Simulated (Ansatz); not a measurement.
The structure comes from a relaxation in the same program, started in the zincblende type, and has space group F-43m. Whether it is a known phase or the ground state wasn't checked.

Below is the log of a run of Ansatz 0.2.0.

```
Engine: ansatz 0.2.0
Pseudopotentials: kind: paw
Pseudopotential: Li, paw, valence charge 3, recommended cutoff 420 eV (normal)
Pseudopotential: F, paw, valence charge 7, recommended cutoff 420 eV (normal)
Functional definition: PBE
  parameter kappa = 0.804
  parameter beta = 0.06672455060314922
  exchange = pbe_x(kappa = kappa, mu = beta*pi^2/3)
  correlation = pbe_c(beta = beta)
Crystal: 2 atoms, lattice volume = 20.794 Å³
Basis set: ecut = 420 eV, 411 PW (Γ), exchange–correlation on 48×48×48 points (8 copies of the dense FFT grid, shifted against one another)
Bands: 9, of which v1, the nominal top of the filled ones, is band 5 counted from 1 (4 counted from 0)
Symmetry: 24 space group operations
Space group: F-43m (ITA 216), of the structure as read, at distance tolerance 2.7e-5 Å
k-points: 145 of 4096 (time reversal used)
Non-local potential: Li, projectors of the file, l = 0: 3, l = 1: 2, l = 2: 1
Non-local potential: F, projectors of the file, l = 0: 2, l = 1: 2, l = 2: 1
PAW form: soft (Blöchl's): semilocal exchange-correlation on the pseudo side does not see the compensation charge
PAW one-centre angular grid: Li, 110 points (default); XC on 64 Gauss nodes
PAW one-centre angular grid: F, 110 points (default); XC on 64 Gauss nodes
Initial density: superposition of atomic densities (neutral atoms: chi_scale 0, normalization atom), corrected by the library's trained network
Initial wavefunctions: pseudopotential atomic-orbital guess
Functional: x = pbe(κ = 0.804, μ = 0.2195149727645171), c = pbe(β = 0.06672455060314922)
SCF iter   1: F=—  HF=-1016.163414 eV  |F-HF|=—  |Δ(HF+E_count)|=         —  Δρ=6.07e-4  dr2=4.13e-5  ethr=1.77e-3  ⟨swp⟩=5.8  Hψ=8227  notcnv=0
preconditioner: auto → none  [insulator: Δε(μ)=7.645 eV  Ē_g=21.337 eV  σ=0.030 eV  W_gap=1.00  n_scr=0 (ndim 8)  ℏωp=23.0 eV  f_vac=0.088  D(μ)=0.00/eV (n_scr^D=0)  ε∞_Penn≈2.2]
SCF iter   2: F=—  HF=-1016.163539 eV  |F-HF|=—  |Δ(HF+E_count)|=   1.25e-4  Δρ=2.32e-4  dr2=3.53e-6  ethr=4.13e-7  ⟨swp⟩=2.0  Hψ=3045  notcnv=0
SCF iter   3: F=—  HF=-1016.163555 eV  |F-HF|=—  |Δ(HF+E_count)|=   1.52e-5  Δρ=8.66e-5  dr2=7.45e-7  ethr=3.53e-8  ⟨swp⟩=2.5  Hψ=1995  notcnv=0
iter 4 did not close the SCF: its close was put off for the readings that it lacked (scf_convergence_deferred on its scf_iter line)
SCF iter   4: F=-1016.163558 eV  HF=-1016.163558 eV  |F-HF|=3.53e-8  |Δ(HF+E_count)|=   3.08e-6  Δρ=2.11e-5  dr2=5.35e-8  ethr=7.45e-9  ⟨swp⟩=2.0  Hψ=2030  notcnv=0
iter 5 did not close the SCF: its close was put off for the readings that it lacked (scf_convergence_deferred on its scf_iter line)
SCF iter   5: F=-1016.163558 eV  HF=-1016.163558 eV  |F-HF|=4.01e-9  |Δ(HF+E_count)|=   5.53e-9  Δρ=6.70e-6  dr2=5.86e-9  ethr=5.35e-10  ⟨swp⟩=2.2  Hψ=1785  notcnv=0
SCF iter   6: F=-1016.163558 eV  HF=-1016.163558 eV  |F-HF|=1.32e-10  |Δ(HF+E_count)|=  6.58e-10  Δρ=1.39e-6  dr2=2.55e-10  ethr=5.86e-11  ⟨swp⟩=1.6  Hψ=3785  notcnv=0
SCF 1 converged in 6 iterations: F = -1016.163558 eV  dr2 = 2.55e-10
  greatest PAW one-centre occupation: 1.000 electrons in one spin orbital (limit 2), on the Li atom at site 0 (counted from 0), in its partial waves of l = 0
NSCF: frozen V_eff on 57 k-points
SCF converged after 6 iterations
Free energy (F): -1016.163558 eV
Harris-Foulkes:  -1016.163558 eV  (|F-HF|=1.32e-10)
Internal energy: -1016.163558 eV  (E = F + TS)
E sigma→0 (E₀):  -1016.163558 eV
Fermi energy:    2.708438 eV
--- Per-component energies (eV) ---
  E_band       = -135.371828
  E_kinetic    = 230.088952
  E_local      = -748.839583  (includes V_loc(G=0)·N_el)
  E_nonlocal   = 40.393612
  E_hartree    = 269.690599
  E_xc         = -91.557290
  E_vxc        = -117.388288  (∫ρ·V_xc dr)
  E_paw        = -221.777749  (= ΣΔE_a)
  E_vpaw       = -79.010175  (= ΣTr[D̂ρ^β])
  E_aug_tail   = 0.001987  (compensation charges beyond the density's cutoff)
  E_ewald      = -494.164086
  E_smearing   = -0.000000  (= −TS)
  E_closure    = -0.000000  (closes the sum)
  Σ components = -1016.163558   (vs F -1016.163558, Δ=0.00e0)
--- Forces (eV/Å), atoms counted from 1 ---
  atom   1  Li     0.00000000    -0.00000000     0.00000000
  atom   2  F      0.00000000    -0.00000000     0.00000000
  max |Σ_I F_I| component: 1.94e-16 eV/Å
--- Stress (GPa, compression-positive) ---
       -0.036861       0.000000      -0.000000
       -0.000000      -0.036861       0.000000
       -0.000000       0.000000      -0.036861
  P = ⅓ Tr σ = -0.0369 GPa (-0.369 kbar)
--- PAW observables at the nuclei: V_zz in 10²¹ V/m², potentials from the cell's mean, atoms counted from 1 ---
  atom   1  Li V_zz =    +0.000000   η = 0.0000   by run symmetry: forbidden
            electrostatic potential = -165.261000 V   contact ρ = 94.559637 e/Å³
  atom   2  F  V_zz =    -0.000000   η = 0.0000   by run symmetry: forbidden
            electrostatic potential = -733.316307 V   contact ρ = 3125.688272 e/Å³
--- Band table (eV; the first three rows and the last of 145) ---
  k-point 0: bands = ["-41.6284", "-20.4318", "-1.1769", "-1.1769", "-1.1769", "6.4699", "17.8797", "17.8797", "17.8797"]
  k-point 1: bands = ["-41.6272", "-20.4257", "-1.2602", "-1.1863", "-1.1863", "6.5811", "17.7878", "17.9025", "17.9025"]
  k-point 2: bands = ["-41.6240", "-20.4083", "-1.4910", "-1.2133", "-1.2133", "6.9005", "17.4811", "17.9520", "17.9520"]
  k-point 144: bands = ["-41.5885", "-20.2121", "-2.5219", "-2.0704", "-1.9142", "10.7339", "14.0407", "15.1254", "18.3136"]
--- Löwdin populations: 2 sites ---
  site symbol       q [e]
     0     Li      2.2001
     1      F      7.7426
  spilling = 0.005730 (of n_electrons = 10.000000)
--- Bader charges: 2 sites ---
  site symbol  charge [e]  shift [e]
     0     Li      0.8992     0.0009
     1      F     -0.8992     0.0009
  estimated error of the sums over rays = 9.2e-5 e
```

The cell and starting positions:

```
CELL_PARAMETERS angstrom
0.00000 2.18257 2.18257
2.18257 0.00000 2.18257
2.18257 2.18257 0.00000
ATOMIC_POSITIONS crystal
Li 0.00000 0.00000 0.00000
F 0.25000 0.25000 0.25000
```

Parts of the input that the log doesn't repeat:

```yaml
  band_path:
    path:
      - [0.0, 0.0, 0.0]
      - [-0.5, -0.5, 0.0]
      - [-0.375, -0.375, 0.25]
      - [-0.375, 0.0, 0.375]
      - [0.0, 0.0, 0.0]
      - [0.0, 0.0, 0.5]
      - [-0.5, -0.25, 0.25]
      - [-0.5, -0.5, 0.0]
    npoints: 8
output:
  forces: true
  stress: true
  eigenvalues: true
  efg: { contact_densities: true }
  populations: true
  bader: true
  dos: { projected: true, de: 0.2, e_range: [-14, 8] }
```

Task: Write the input that produced this log.

Result: 
```yaml
crystal:
  lattice:
    - [0.0, 2.1825652598, 2.1825652598]
    - [2.1825652598, 0.0, 2.1825652598]
    - [2.1825652598, 2.1825652598, 0.0]
  atoms:
    - { symbol: Li, position: [0.0, 0.0, 0.0] }
    - { symbol: F, position: [0.25, 0.25, 0.25] }
kpoints:
  mp_grid: { grid: [16, 16, 16] }
  band_path:
    path:
      - [0.0, 0.0, 0.0]
      - [-0.5, -0.5, 0.0]
      - [-0.375, -0.375, 0.25]
      - [-0.375, 0.0, 0.375]
      - [0.0, 0.0, 0.0]
      - [0.0, 0.0, 0.5]
      - [-0.5, -0.25, 0.25]
      - [-0.5, -0.5, 0.0]
    npoints: 8
scf:
  occupations: { method: fermi_dirac, width: 0.03 }
hamiltonian:
  xc: pbe
  pseudopotentials: { kind: paw }
output:
  forces: true
  stress: true
  eigenvalues: true
  efg: { contact_densities: true }
  populations: true
  bader: true
  dos: { projected: true, de: 0.2, e_range: [-14, 8] }
```
This is the input that was run; digits and keys that the log doesn't show could differ in an equivalent one.
